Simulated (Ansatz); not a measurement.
**AlN: opening a crack plane**

AlN, P6_3mc, a = 3.107 Å, c = 4.978 Å. Ansatz: r2SCAN, PAW, 500 eV, Γ-centred 8×8×3 mesh on 8 atoms, Gaussian smearing 0.05 eV; no spin polarisation. One cut on (001) per cell of 8 atoms is opened rigidly by x, between planes of Al and N that stand 1.90 Å apart; y is the energy per area (8.358 Å², 1 eV/Å² = 16.02 J/m²).

```
x (Å) y (J/m²)
 0.00     0.000
 0.25     0.590
 0.50     1.727
 0.75     2.946
 1.00     4.083
 1.50         ?
 2.00     7.145
 3.00     8.033
 4.50     8.228
 6.00     8.277
```

Task: Fit the universal binding curve y = W[1 − (1 + x/l) e^(−x/l)] to the other rows, give the peak stress, and predict the missing value.

Result: Least squares gives W = 8.31 J/m² and l = 0.596 Å. The stress dy/dx peaks at x = l with W/(e l) = 51.3 GPa, for rigid faces. At x = 1.50: x/l = 2.517, y = 5.951 J/m². The run gave 5.928 J/m², so the fit is 0.023 J/m² too high, within the rms miss on the fitted rows (0.053 J/m²).

Cost: 12 runs of about 3.7 core-minutes in all, on Arm Neoverse V1 (shared hosts).